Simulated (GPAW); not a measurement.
# CdS (Fm-3m) in GPAW: reference runs

Reference runs on CdS: the cell as given and a disturbed copy.

Program: GPAW 26.7.0. These are calculated values, not measurements. Logs are shortened: lines on timing, memory, paths and dates and some standing lists are left out, and cuts for length are marked. The log counts tension as positive stress, the text compression.

## Step 1: The crystal as given

Symmetry: Fm-3m, No. 225, cubic system. Conventional cell: a = 5.506 Å, b = 5.506 Å, c = 5.506 Å, α = 90.00°, β = 90.00°, γ = 90.00°. Around Cd (site symmetry m-3m) lie 6 S at 2.75 Å. S (site symmetry m-3m) is surrounded by 6 Cd at 2.75 Å.

Measurements of this composition are mostly on another form, of space group No. 186.

## Step 2: Single point, PBE

File run.py:

```python
from ase import Atoms
from ase.dft.bandgap import bandgap
from ase.io import write
from ase.units import GPa
from gpaw import GPAW, PW

atoms = Atoms(['Cd', 'S'],
              cell=[[0.0, 2.753244, 2.753244],
                    [2.753244, 0.0, 2.753244],
                    [2.753244, 2.753244, 0.0]],
              scaled_positions=[[0.0, 0.0, 0.0],
                                [0.5, 0.5, 0.5]],
              pbc=True)

calc = GPAW(mode=PW(600),
            xc='PBE',
            kpts={'size': (8, 8, 8), 'gamma': True},
            occupations={'name': 'fermi-dirac', 'width': 0.05},
            nbands=18,
            convergence={'density': 1e-05, 'energy': 1e-05},
            maxiter=150,
            txt='gpaw.txt')
atoms.calc = calc
energy = atoms.get_potential_energy()
forces = atoms.get_forces()
stress = atoms.get_stress()
calc.write('gs.gpw')
write('result.traj', atoms)
print(f'Energy: {energy:.6f} eV')
print('Forces (eV/A):')
print(forces.round(4))
print('Stress (GPa):', (stress / GPa).round(3))
print('Fermi level:', round(calc.get_fermi_level(), 4), 'eV')
print(f'Gap: {bandgap(calc)[0]:.4f} eV, direct: {bandgap(calc, direct=True)[0]:.4f} eV')
```

Potentials or basis: GPAW PAW data sets (gpaw-data 1.2.1), pw.

On the command line:

```sh
OMP_NUM_THREADS=1 python run.py
```

gpaw.txt:

```text
__  _  _
 | _ |_)|_||  |
 |__||  | ||/\| - 26.7.0

Input parameters:
  mode=PW(ecut=600.0),
  convergence={'density': 1e-05, 'energy': 1e-05},
  kpts=MonkhorstPack(size=(8, 8, 8), gamma=True),
  maxiter=150,
  nbands=18,
  occupations=Occupations(name='fermi-dirac', width=0.05),
  xc=XC(name='PBE')

Diagonalizing LCAO Hamiltonian
Converting LCAO to pw mode

                S

       Cd

Atoms  # Å, Bohr magnetons
|   | symbol |        x |        y |        z |    initial magnetic moments |
|---|--------|----------|----------|----------|-----------------------------|
| 0 |     Cd | 0.000000 | 0.000000 | 0.000000 | ( 0.0000,  0.0000,  0.0000) |
| 1 |      S | 2.753244 | 2.753244 | 2.753244 | ( 0.0000,  0.0000,  0.0000) |

Unit cell  # Å
| periodic |        x |        y |        z |  lengths |    angles |
|----------|----------|----------|----------|----------|-----------|
|      yes | 0.000000 | 2.753244 | 2.753244 | 3.893675 | 60.000000 |
|      yes | 2.753244 | 0.000000 | 2.753244 | 3.893675 | 60.000000 |
|      yes | 2.753244 | 2.753244 | 0.000000 | 3.893675 | 60.000000 |

Number of symmetries: 48
Symmetry operations  # r_c * U_cc + t_c -> r_c
|    | kind |            matrix            |
|----|------|------------------------------|
|  0 |  σ   |  1, 0, 0,  1, 0,-1,  1,-1, 0 |
|  1 |  C2  |  1, 0, 0,  1,-1, 0,  1, 0,-1 |
|  2 |  E   |  1, 0, 0,  0, 1, 0,  0, 0, 1 |
|  3 |  σ   |  1, 0, 0,  0, 0, 1,  0, 1, 0 |
|  4 |  C4  |  1, 0,-1,  1, 0, 0,  1,-1, 0 |
|  5 |  S6  |  1, 0,-1,  1,-1, 0,  1, 0, 0 |
|  6 |  σ   |  1, 0,-1,  0, 1,-1,  0, 0,-1 |
|  7 |  C3  |  1, 0,-1,  0, 0,-1,  0, 1,-1 |
|  8 |  S6  |  1,-1, 0,  1, 0, 0,  1, 0,-1 |
|  9 |  C4  |  1,-1, 0,  1, 0,-1,  1, 0, 0 |
| 10 |  C3  |  1,-1, 0,  0,-1, 1,  0,-1, 0 |
| 11 |  σ   |  1,-1, 0,  0,-1, 0,  0,-1, 1 |
| 12 |  σ   |  0, 1, 0,  1, 0, 0,  0, 0, 1 |
| 13 |  C4  |  0, 1, 0,  0, 1,-1, -1, 1, 0 |
| 14 |  C3  |  0, 1, 0,  0, 0, 1,  1, 0, 0 |
| 15 |  S6  |  0, 1, 0, -1, 1, 0,  0, 1,-1 |
| 16 |  C2  |  0, 1,-1,  1, 0,-1,  0, 0,-1 |
| 17 |  σ   |  0, 1,-1,  0, 1, 0, -1, 1, 0 |
| 18 |  S4  |  0, 1,-1,  0, 0,-1,  1, 0,-1 |
| 19 |  C4  |  0, 1,-1, -1, 1, 0,  0, 1, 0 |
| 20 |  C3  |  0, 0, 1,  1, 0, 0,  0, 1, 0 |
| 21 |  σ   |  0, 0, 1,  0, 1, 0,  1, 0, 0 |
| 22 |  S6  |  0, 0, 1,  0,-1, 1, -1, 0, 1 |
| 23 |  C4  |  0, 0, 1, -1, 0, 1,  0,-1, 1 |
| 24 |  S4  |  0, 0,-1,  1, 0,-1,  0, 1,-1 |
| 25 |  C3  |  0, 0,-1,  0, 1,-1,  1, 0,-1 |
| 26 |  C2  |  0, 0,-1,  0,-1, 0, -1, 0, 0 |
| 27 |  S6  |  0, 0,-1, -1, 0, 0,  0,-1, 0 |
| 28 |  S4  |  0,-1, 1,  1,-1, 0,  0,-1, 0 |
| 29 |  C4  |  0,-1, 1,  0, 0, 1, -1, 0, 1 |
| 30 |  C2  |  0,-1, 1,  0,-1, 0,  1,-1, 0 |
| 31 |  σ   |  0,-1, 1, -1, 0, 1,  0, 0, 1 |
| 32 |  C3  |  0,-1, 0,  1,-1, 0,  0,-1, 1 |
| 33 |  S6  |  0,-1, 0,  0, 0,-1, -1, 0, 0 |
| 34 |  S4  |  0,-1, 0,  0,-1, 1,  1,-1, 0 |
| 35 |  C2  |  0,-1, 0, -1, 0, 0,  0, 0,-1 |
| 36 |  C2  | -1, 1, 0,  0, 1, 0,  0, 1,-1 |
| 37 |  S6  | -1, 1, 0,  0, 1,-1,  0, 1, 0 |
| 38 |  S4  | -1, 1, 0, -1, 0, 1, -1, 0, 0 |
| 39 |  C3  | -1, 1, 0, -1, 0, 0, -1, 0, 1 |
| 40 |  S6  | -1, 0, 1,  0, 0, 1,  0,-1, 1 |
| 41 |  C2  | -1, 0, 1,  0,-1, 1,  0, 0, 1 |
| 42 |  C3  | -1, 0, 1, -1, 1, 0, -1, 0, 0 |
| 43 |  S4  | -1, 0, 1, -1, 0, 0, -1, 1, 0 |
| 44 |  C2  | -1, 0, 0,  0, 0,-1,  0,-1, 0 |
| 45 |  i   | -1, 0, 0,  0,-1, 0,  0, 0,-1 |
| 46 |  σ   | -1, 0, 0, -1, 1, 0, -1, 0, 1 |
| 47 |  C2  | -1, 0, 0, -1, 0, 1, -1, 1, 0 |

BZ-sampling:
  Number of BZ points: 512
  Number of IBZ points: 29

  Monkhorst-Pack size: [8, 8, 8]
  Monkhorst-Pack shift: [0.0625, 0.0625, 0.0625]

K-points  # in reciprocal-cell coordinates
|     |                                coordinates |     weight |
|-----|--------------------------------------------|------------|
|   0 | (  0.00000000,   0.00000000,   0.00000000) | 0.00195312 |
|   1 | (  0.12500000,   0.12500000,   0.00000000) | 0.01171875 |
|   2 | (  0.12500000,   0.12500000,   0.12500000) | 0.01562500 |
|   3 | (  0.25000000,   0.12500000,   0.12500000) | 0.02343750 |
|   4 | (  0.25000000,   0.25000000,   0.00000000) | 0.01171875 |
|   5 | (  0.25000000,   0.25000000,   0.12500000) | 0.04687500 |
|   6 | (  0.25000000,   0.25000000,   0.25000000) | 0.01562500 |
|   7 | (  0.37500000,   0.25000000,  -0.37500000) | 0.04687500 |
|   8 | (  0.37500000,   0.25000000,   0.12500000) | 0.04687500 |
|   9 | (  0.37500000,   0.25000000,   0.25000000) | 0.04687500 |
| ... |                                            |            |
|  28 | (  0.50000000,   0.50000000,   0.50000000) | 0.00781250 |

Plane wave coefficients: 1411
Cutoff: 600.0 eV

Spin-components: 1 (collinear spins)
Bands:           18
Projectors:      11
Spin-degeneracy: 2
Datatype:        complex128

Density:
  Valence electrons: 18.0
  Components: 1
  Grid points: [24 24 24]
  Charge: 0.0  # |e|

Potential:
  Grid points: [24 24 24]

species:
  Cd:
    name:    Cadmium
    Z:       48.0
    valence: 12
    core:    36
    charge:  0.0  # [|e|]
    compensation charges:
      type: gauss
      rc: 0.38  # [Å]
      lmax: 2
    cutoffs:
      filter: 2.12  # [Å]
      core: 2.62  # [Å]
    projectors
    | kind |    occ | energy [eV] | rcut [Å] |
    |------|--------|-------------|----------|
    |   5s |  2.000 |      -5.655 |    1.191 |
    |   5p |  0.000 |      -1.186 |    1.228 |
    |   4d | 10.000 |     -11.739 |    1.164 |
    |    s |        |      21.556 |    1.191 |
    |    p |        |      26.026 |    1.228 |
    |    d |        |      15.473 |    1.164 |

    Using partial waves for Cd as LCAO basis

  S:
    name:    Sulfur
    Z:       16.0
    valence: 6
    core:    10
    charge:  0.0  # [|e|]
    compensation charges:
      type: gauss
      rc: 0.24  # [Å]
      lmax: 2
    cutoffs:
      filter: 1.77  # [Å]
      core: 1.66  # [Å]
    projectors
    | kind |    occ | energy [eV] | rcut [Å] |
    |------|--------|-------------|----------|
    |   3s |  2.000 |     -17.254 |    0.974 |
    |   3p |  4.000 |      -7.008 |    0.979 |
    |    s |        |       9.957 |    0.974 |
    |    p |        |      20.203 |    0.979 |
    |    d |        |       0.000 |    0.900 |

    Using partial waves for S as LCAO basis

Reference energy: -163030.738234  # eV

eigensolver:
  PPCG
  Converge bands: occupied
  niter=2

density mixing:
  MSR1-Mixer
  Pratt-step length: 0.05
  Maximum mixing coefficient: 0.75
  Old densities: 10
  SVD Regularization: 0.005
  Good broyden scale: 1.0
  Trust region scale: 1.0
  Backstep threshold: 4.0
  History deletion threshold: 6.0
  Fourier metric: weight=20.0, sigma=0.015

occupation numbers:
  Fermi-Dirac:
    width: 0.0500  # eV

poisson solver:
  ecut: 4800.0  # eV

xc functional:
  name: PBE with 2 nearest neighbor stencil

convergence criteria:
- Maximum integral of absolute [dens]ity change: 1e-05 electrons / valence electron
- Maximum [total energy] change in last 3 cyles: 1e-05 eV / valence electron
- Maximum integral of absolute [eigenst]ate change: 4e-08 eV^2 / valence electron
maximum number of iterations: 150

SCF iterations
|iter     | |      energy | eigst |  dens |
|---------|-|-------------|-------|-------|
|iter:   1| |   -6.625876 | -0.54 |       |
|iter:   2| |   -6.501024 | -2.34 | -1.11 |
|iter:   3| |   -6.068716 | -1.47 | -1.15 |
|iter:   4| |   -6.066688 | -3.52 | -1.77 |
|iter:   5| |   -6.066351 | -4.00 | -2.21 |
|iter:   6| |   -6.066390 | -5.77 | -3.10 |
|iter:   7| |   -6.066396c| -6.63 | -3.58 |
|iter:   8| |   -6.066396c| -7.54c| -4.72 |
|iter:   9| |   -6.066396c| -8.36c| -5.37c|

Converged in 9 steps
Energy contributions relative to reference atoms: (reference = -163030.738234)

Energy contributions:
  Kinetic:          16.913978
  Coulomb:         -15.015631
  Zero:              0.133464
  External:          0.000000
  Xc:               -8.097650
  Entropy:          -0.001115
  Spinorbit:         0.000000
  ----------------------------
  Free energy:      -6.066954
  Extrapolated:     -6.066396

dipole moment: (-17.985760, -17.985760, -17.985760)  # |e|*Ang

Fermi level: 5.624
Eigenvalues  # (at kpt = [0.000, 0.000, 0.000])
| band index |      eig [eV] | occ [0-2] |
|------------|---------------|-----------|
|          0 |        -7.244 |     2.000 |
|          1 |        -2.092 |     2.000 |
|          2 |        -2.092 |     2.000 |
|          3 |        -2.091 |     2.000 |
|          4 |        -2.091 |     2.000 |
|          5 |        -2.091 |     2.000 |
[... 10 lines left out ...]
|         16 |        16.699 |     0.000 |
|         17 |        17.483 |     0.000 |

Gap: 0.242 eV
Transition (v -> c):
  (s=0, k=28, n=8, [0.50, 0.50, 0.50]) -> (s=0, k=24, n=9, [0.50, 0.50, 0.00])
Direct/indirect transitions are different
Direct gap: 1.554 eV
Transition at: (s=0, k=0, n=8, [0.00, 0.00, 0.00])

Forces  # eV/Ang
|        x |       y |       z |
|----------|---------|---------|
|  0.00000 | 0.00000 | 0.00000 |  # Cd   0
| -0.00000 | 0.00000 | 0.00000 |  # S    1

Stress tensor  # eV/Ang^3
|        x |        y |        z |
|----------|----------|----------|
| 0.004382 | 0.000000 | 0.000000 |
| 0.000000 | 0.004382 | 0.000000 |
| 0.000000 | 0.000000 | 0.004382 |

# Writing to gs.gpw (mode='')
```

Run time: 13 s. Hardware: 1 thread of Arm Neoverse V2, shared host; peak memory 0.15 GiB.

Results:

```
Free energy            : -6.0670 eV
Pressure               : -0.7 GPa
Band gap on the k mesh : 0.24 eV, indirect (least direct gap 1.55 eV)
```

## Step 3: Single point, PBE (atoms moved at random, drawn with an rms of 0.05 Å)

Edit run.py of step 2 so:

```diff
@@ -10,4 +10,4 @@
                     [2.753244, 2.753244, 0.0]],
-              scaled_positions=[[0.0, 0.0, 0.0],
-                                [0.5, 0.5, 0.5]],
+              scaled_positions=[[0.00435, -0.022735, 0.013139],
+                                [0.500835, 0.493967, 0.497402]],
               pbc=True)
```

Potentials or basis: GPAW PAW data sets (gpaw-data 1.2.1), pw.

On the command line:

```sh
OMP_NUM_THREADS=1 python run.py
```

gpaw.txt:

```text
__  _  _
 | _ |_)|_||  |
 |__||  | ||/\| - 26.7.0

Input parameters:
  mode=PW(ecut=600.0),
  convergence={'density': 1e-05, 'energy': 1e-05},
  kpts=MonkhorstPack(size=(8, 8, 8), gamma=True),
  maxiter=150,
  nbands=18,
  occupations=Occupations(name='fermi-dirac', width=0.05),
  xc=XC(name='PBE')

Diagonalizing LCAO Hamiltonian
Converting LCAO to pw mode

                S

       Cd

Atoms  # Å, Bohr magnetons
|   | symbol |         x |        y |         z |    initial magnetic moments |
|---|--------|-----------|----------|-----------|-----------------------------|
| 0 |     Cd | -0.026420 | 0.048151 | -0.050618 | ( 0.0000,  0.0000,  0.0000) |
| 1 |      S |  2.729481 | 2.748390 |  2.738933 | ( 0.0000,  0.0000,  0.0000) |

Unit cell  # Å
| periodic |        x |        y |        z |  lengths |    angles |
|----------|----------|----------|----------|----------|-----------|
|      yes | 0.000000 | 2.753244 | 2.753244 | 3.893675 | 60.000000 |
|      yes | 2.753244 | 0.000000 | 2.753244 | 3.893675 | 60.000000 |
|      yes | 2.753244 | 2.753244 | 0.000000 | 3.893675 | 60.000000 |

Number of symmetries: 1
Symmetry operations  # r_c * U_cc + t_c -> r_c
|   | kind |            matrix            |
|---|------|------------------------------|
| 0 |  E   |  1, 0, 0,  0, 1, 0,  0, 0, 1 |

BZ-sampling:
  Number of BZ points: 512
  Number of IBZ points: 260

  Monkhorst-Pack size: [8, 8, 8]
  Monkhorst-Pack shift: [0.0625, 0.0625, 0.0625]

K-points  # in reciprocal-cell coordinates
[... 110 lines left out ...]
  name: PBE with 2 nearest neighbor stencil

convergence criteria:
- Maximum integral of absolute [dens]ity change: 1e-05 electrons / valence electron
- Maximum [total energy] change in last 3 cyles: 1e-05 eV / valence electron
- Maximum integral of absolute [eigenst]ate change: 4e-08 eV^2 / valence electron
maximum number of iterations: 150

SCF iterations
|iter     | |      energy | eigst |  dens |
|---------|-|-------------|-------|-------|
|iter:   1| |   -6.624007 | -0.54 |       |
|iter:   2| |   -6.499077 | -2.34 | -1.11 |
|iter:   3| |   -6.066317 | -1.47 | -1.15 |
|iter:   4| |   -6.064275 | -3.51 | -1.76 |
|iter:   5| |   -6.063933 | -4.00 | -2.21 |
|iter:   6| |   -6.063971 | -5.76 | -3.09 |
|iter:   7| |   -6.063977c| -6.62 | -3.57 |
|iter:   8| |   -6.063977c| -7.53c| -4.69 |
|iter:   9| |   -6.063977c| -8.32c| -5.33c|

Converged in 9 steps
Energy contributions relative to reference atoms: (reference = -163030.738234)

Energy contributions:
  Kinetic:          17.003757
  Coulomb:         -15.089677
  Zero:              0.133369
  External:          0.000000
  Xc:               -8.110905
  Entropy:          -0.001042
  Spinorbit:         0.000000
  ----------------------------
  Free energy:      -6.064498
  Extrapolated:     -6.063977

dipole moment: (-0.316659, -17.434200, -0.590491)  # |e|*Ang

Fermi level: 5.625
Eigenvalues  # (at kpt = [0.000, 0.000, 0.000])
| band index |      eig [eV] | occ [0-2] |
|------------|---------------|-----------|
|          0 |        -7.247 |     2.000 |
|          1 |        -2.098 |     2.000 |
|          2 |        -2.095 |     2.000 |
|          3 |        -2.093 |     2.000 |
|          4 |        -2.092 |     2.000 |
|          5 |        -2.091 |     2.000 |
[... 10 lines left out ...]
|         16 |        16.726 |     0.000 |
|         17 |        17.498 |     0.000 |

Gap: 0.251 eV
Transition (v -> c):
  (s=0, k=29, n=8, [0.00, 0.50, 0.00]) -> (s=0, k=33, n=9, [0.00, 0.50, 0.50])
Direct/indirect transitions are different
Direct gap: 1.548 eV
Transition at: (s=0, k=0, n=8, [0.00, 0.00, 0.00])

Forces  # eV/Ang
|        x |        y |        z |
|----------|----------|----------|
|  0.00304 | -0.06398 |  0.04264 |  # Cd   0
| -0.00306 |  0.06418 | -0.04278 |  # S    1

Stress tensor  # eV/Ang^3
|         x |         y |         z |
|-----------|-----------|-----------|
|  0.004491 | -0.000009 |  0.000006 |
| -0.000009 |  0.002919 | -0.000125 |
|  0.000006 | -0.000125 |  0.003758 |

# Writing to gs.gpw (mode='')
```

Wall time 96 s (1 thread of Arm Neoverse V2, shared host); peak memory 0.32 GiB.

What came out:

```yaml
Free_energy: -6.0645 eV
Pressure: -0.6 GPa
Largest_force: 0.077 eV/Å
Band_gap_on_the_k_mesh: 0.25 eV, indirect (least direct gap 1.55 eV)
```

Forces on the atoms (eV/Å):
```
Cd   0.003 -0.064  0.043
S   -0.003  0.064 -0.043
```

A k mesh can miss the band edges.
